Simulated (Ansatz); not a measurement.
Here is an Ansatz 0.2.0 calculation.

The input input.yaml:

```yaml
crystal:
  lattice:
    - [-2.5065, 2.5065, 2.5065]
    - [2.5065, -2.5065, 2.5065]
    - [2.5065, 2.5065, -2.5065]
  atoms:
    - { symbol: Ba, position: [0.0, 0.0, 0.0] }
hamiltonian:
  xc: pbesol
  pseudopotentials: { kind: paw }
kpoints:
  mp_grid: { grid: [8, 8, 8] }
scf:
  occupations: { method: fermi_dirac, width: 0.05 }
output:
  forces: true
  stress: true
  eigenvalues: true
relax:
  f_tol: 0.01
  max_steps: 40
  cell: { stress_tol: 0.05, p_target: 10.0 }
```

Potentials or basis: Ansatz PAW.

Command:

```bash
$ ansatz run input.yaml --threads 2 --pin off --max-ram 5632MiB --backend cpu --events-out ev --progress --plain --runs-dir out
```

(1) Predict the space group after relaxing (to 0.05 Å).

(2) Estimate the relaxed volume.

(3) What does it give for the relaxed cell?

## Answers

(1) Im-3m (No. 229).

(2) 33.85 Å³/atom.

(3) a = 3.530 Å, b = 3.530 Å, c = 3.530 Å, α = 109.47°, β = 109.47°, γ = 109.47°.

Caveat: the volume moved by over 15 % at a fixed basis, so the end points are rough; the PAW data sets come from PBE, with cores solved anew for the run's functional, which leaves a small shift of forces and pressure.
